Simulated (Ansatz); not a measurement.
# A Br vacancy in perovskite CsSnBr3, 39 atoms, charge +1

Aim: the barrier for an atom's jump, from a relaxed start and a climbing-image band; single points by other levels frame it (PBEsol and HSE06).

Method: density functional theory in Ansatz 0.2.0, PAW datasets, plane waves.

## 1. The starting cell

39 atoms (8 Cs, 8 Sn, 23 Br); a = 11.500 Å, b = 11.500 Å, c = 11.500 Å, α = 90.00°, β = 90.00°, γ = 90.00°. All atoms were shaken off their sites by about 0.02 Å along each axis; atoms next to an added one may be pushed further to make room. Defect site 1: (0.250, 0.250, 0.500).

Plan of the steps: (2) PBEsol relaxation at the single k point (¼, ¼, ¼), on 1 × NVIDIA GB300 Max-Q with 8 threads of Arm Neoverse-V2; (3) HSE06 single point at the single k point (¼, ¼, ¼), on 1 × NVIDIA GB300 Max-Q with 8 threads of Arm Neoverse-V2; (4) PBEsol band at the single k point (¼, ¼, ¼), on 1 × NVIDIA GB300 Max-Q with 8 threads of Arm Neoverse-V2; (5) HSE06 single point at the single k point (¼, ¼, ¼), on 1 × NVIDIA GB300 Max-Q with 8 threads of Arm Neoverse-V2.

## 2. Relaxation of the positions (PBEsol)

The input, in.yaml:

```yaml
crystal:
  lattice:
    - [11.500000, 0.000000, 0.000000]
    - [0.000000, 11.500000, 0.000000]
    - [0.000000, 0.000000, 11.500000]
  atoms:
    - { symbol: Cs, position: [0.002584, 0.001135, 0.998808] }
    - { symbol: Cs, position: [0.998938, 0.000067, 0.500405] }
    - { symbol: Cs, position: [0.998532, 0.500209, 0.998287] }
    - { symbol: Cs, position: [0.001274, 0.502332, 0.497782] }
    - { symbol: Cs, position: [0.502232, 0.000495, 0.003194] }
    - { symbol: Cs, position: [0.500263, 0.994608, 0.499961] }
    - { symbol: Cs, position: [0.499931, 0.501170, 0.996414] }
    - { symbol: Cs, position: [0.502102, 0.498878, 0.500301] }
    - { symbol: Sn, position: [0.249489, 0.248829, 0.247825] }
    - { symbol: Sn, position: [0.250456, 0.250576, 0.746682] }
    - { symbol: Sn, position: [0.252824, 0.746309, 0.252535] }
    - { symbol: Sn, position: [0.248493, 0.747410, 0.747710] }
    - { symbol: Sn, position: [0.746634, 0.250532, 0.251180] }
    - { symbol: Sn, position: [0.749605, 0.250177, 0.751018] }
    - { symbol: Sn, position: [0.750394, 0.748678, 0.249881] }
    - { symbol: Sn, position: [0.748744, 0.748564, 0.749746] }
    - { symbol: Br, position: [0.250799, 0.249884, 0.001573] }
    - { symbol: Br, position: [0.248766, 0.748806, 0.999987] }
    - { symbol: Br, position: [0.251790, 0.748024, 0.503611] }
    - { symbol: Br, position: [0.751153, 0.248882, 0.999106] }
    - { symbol: Br, position: [0.750100, 0.250360, 0.501807] }
    - { symbol: Br, position: [0.750308, 0.750636, 0.998808] }
    - { symbol: Br, position: [0.750356, 0.753653, 0.498721] }
    - { symbol: Br, position: [0.001367, 0.248365, 0.252430] }
    - { symbol: Br, position: [0.001196, 0.249198, 0.752587] }
    - { symbol: Br, position: [0.999159, 0.751141, 0.248882] }
    - { symbol: Br, position: [0.003347, 0.750091, 0.750250] }
    - { symbol: Br, position: [0.500199, 0.248602, 0.254397] }
    - { symbol: Br, position: [0.498302, 0.251891, 0.749569] }
    - { symbol: Br, position: [0.500479, 0.750937, 0.249983] }
    - { symbol: Br, position: [0.498968, 0.749976, 0.749462] }
    - { symbol: Br, position: [0.249364, 0.000628, 0.250394] }
    - { symbol: Br, position: [0.253320, 0.998297, 0.751788] }
    - { symbol: Br, position: [0.249189, 0.499099, 0.249469] }
    - { symbol: Br, position: [0.252803, 0.500731, 0.747862] }
    - { symbol: Br, position: [0.747480, 0.998660, 0.247461] }
    - { symbol: Br, position: [0.748655, 0.999438, 0.750007] }
    - { symbol: Br, position: [0.746406, 0.502522, 0.251964] }
    - { symbol: Br, position: [0.750960, 0.499361, 0.748102] }
  symmetry: { detect: false }
kpoints:
  mp_grid: { grid: [1, 1, 1], shift: [0.25, 0.25, 0.25] }
hamiltonian:
  xc: pbesol
total_charge: 1
scf:
  occupations: { method: fermi_dirac, width: 0.01 }
relax:
  f_tol: 0.03
  max_steps: 80
  escape_saddle: false
  adjacent_minimum: "off"
output:
  forces: true
  eigenvalues: true
  populations: true
  charged_corrections: { epsilon: 30 }
```

On the command line:

```
$ ansatz run in.yaml --threads 8 --pin off --max-ram 118750MiB --runs-dir r --events-out ev --progress --plain --backend cuda --devices 0,
```

Further steps of the session: Single point with HSE06; Nudged elastic band for the jump; HSE06 on the same atoms.

**Question.** What will these runs give? Wanted: for each run, top filled to lowest empty.

**Answer**, as computed:

| level | time | top filled to lowest empty (eV) |
| --- | --- | --- |
| PBEsol, relaxation | 4.9 s (GPU) | 1.58 |
| HSE06 | 22 s (GPU) | 2.14 |
| HSE06, at the band's top | 22 s (GPU) | 2.45 |

| quantity | value |
| --- | --- |
| relaxation | 4 recorded steps, 0.28 eV gained |
| largest shift | 0.28 Å (Cs2) |
| barrier forwards, backwards | 0.20, 0.19 eV |
| jump | Br by 3.37 Å |
| band iterations | 27 |
| top less start by HSE06 | 0.12 eV |

The relaxation lowers the energy by 0.28 eV; the largest shift is 0.28 Å (Cs2). Part of this undoes the random shake of the start. The PBEsol barrier is 0.20 eV forwards and 0.19 eV back, about 8 times kT at 300 K, without charge corrections. The cell's size and k points aren't converged for it. The top is a first-order saddle. On the same two geometries HSE06 gives 0.12 eV. At the same k points, PBEsol gives a spacing 0.56 eV smaller than the 2.14 eV of HSE06. In a defect cell this spacing can involve defect levels, so it need not be the gap. No spin–orbit coupling is included; with elements this heavy it would shift the edges.
